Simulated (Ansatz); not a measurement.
**MoS2: stress in a strained cell**

MoS2 is deformed so: equal xy, yz and zx engineering shear strains of -1 %. What stress and forces result, by LAPW, PAW and all-electron datasets made for the crystal?

Computed with Ansatz 0.2.0 (DFT LDA, scalar-relativistic, unless a step's input says otherwise).

## 1. The structure to begin with

The structure is hexagonal, space group P6_3/mmc (No. 194). The conventional cell has a = 3.161 Å, b = 3.161 Å, c = 12.295 Å, α = 90.00°, β = 90.00°, γ = 120.00°. Mo (site symmetry -6m2) is surrounded by 6 S at 2.37 Å. Around S (site symmetry 3m) lie 3 Mo at 2.37 Å.

As a file:

```xyz
6
Lattice="3.1610 0.0000 0.0000 -1.5805 2.7375 0.0000 0.0000 0.0000 12.2950" Properties=species:S:1:pos:R:3 pbc="T T T"
Mo    0.0000    1.8250    3.0737
Mo    1.5805    0.9125    9.2212
S     0.0000    1.8250    7.7151
S     1.5805    0.9125    1.5676
S     0.0000    1.8250   10.7274
S     1.5805    0.9125    4.5799
```

Atoms are numbered in the order of the input: Mo1, Mo2, S3, S4, S5, S6.

## 2. After the deformation

Space group P6_3/mmc before, P-1 after.

## 3. All-electron LAPW

Contents of input.yaml:

```yaml
crystal:
  lattice:
    - [3.1610016016, -0.015805008, -0.015805008]
    - [-1.5941883392, 2.7454101924, -0.0057850344]
    - [-0.061475, -0.061475, 12.295]
  atoms:
    - { symbol: Mo, position: [0.3333333333, 0.6666666667, 0.25] }
    - { symbol: Mo, position: [0.6666666667, 0.3333333333, 0.75] }
    - { symbol: S, position: [0.3333333333, 0.6666666667, 0.6275] }
    - { symbol: S, position: [0.6666666667, 0.3333333333, 0.1275] }
    - { symbol: S, position: [0.3333333333, 0.6666666667, 0.8725] }
    - { symbol: S, position: [0.6666666667, 0.3333333333, 0.3725] }
kpoints:
  mp_grid: { grid: [10, 10, 3] }
  band_path:
    path:
      - [0.0, 0.0, 0.0]
      - [0.0, 0.0, 0.5]
      - [-0.5, 0.5, 0.0]
      - [0.0, 0.0, 0.0]
      - [0.0, -0.5, 0.0]
      - [-0.5, 0.0, 0.5]
      - [0.0, 0.0, 0.0]
      - [-0.5, 0.0, 0.0]
      - [0.0, -0.5, 0.5]
    npoints: 5
scf:
  occupations: { method: fermi_dirac, width: 0.03 }
hamiltonian:
  xc: lda
  pseudopotentials: { kind: all_electron, lapw: { basis_error: 0.001 } }
output:
  forces: true
  stress: true
  eigenvalues: true
```

Started as:

```bash
$ ansatz run input.yaml --threads 2 --pin off --max-ram 8192MiB --backend cpu --events-out ev --progress --plain --runs-dir out
```

## 4. PAW on the default files

input.yaml: that of step 3 with these lines changed.

```diff
@@ -14,14 +14,2 @@
   mp_grid: { grid: [10, 10, 3] }
-  band_path:
-    path:
-      - [0.0, 0.0, 0.0]
-      - [0.0, 0.0, 0.5]
-      - [-0.5, 0.5, 0.0]
-      - [0.0, 0.0, 0.0]
-      - [0.0, -0.5, 0.0]
-      - [-0.5, 0.0, 0.5]
-      - [0.0, 0.0, 0.0]
-      - [-0.5, 0.0, 0.0]
-      - [0.0, -0.5, 0.5]
-    npoints: 5
 scf:
@@ -30,3 +18,3 @@
   xc: lda
-  pseudopotentials: { kind: all_electron, lapw: { basis_error: 0.001 } }
+  pseudopotentials: { kind: paw }
 output:
@@ -35 +23,2 @@
   eigenvalues: true
+  efg: { contact_densities: true }
```

## 5. All-electron PAW on datasets made for the crystal

input.yaml: that of step 4 with these lines changed.

```diff
@@ -18,3 +18,3 @@
   xc: lda
-  pseudopotentials: { kind: paw }
+  pseudopotentials: { kind: all_electron, datasets: crystal }
 output:
```

(Steps that only read results are left out.)

Before running it: what results should come out? Wanted: pressure; largest shear or deviatoric stress.

**Answer**, as computed:

| quantity | value |
| --- | --- |
| pressure | LAPW 1.17, PAW 1.11, crystal datasets 1.17 GPa |
| largest shear or deviatoric stress (LAPW) | 4.60 GPa |

The largest part of the stress beyond the pressure is 4.60 GPa in size, in the zz component; the atoms are carried along and not relaxed. No run of the undeformed cell stands beside it, so the pressure holds what the given cell had before the change. PAW: stress within 0.06 GPa of LAPW, forces within 5 meV/Å. Crystal datasets: stress within 0.01 GPa of LAPW, forces within 1 meV/Å.
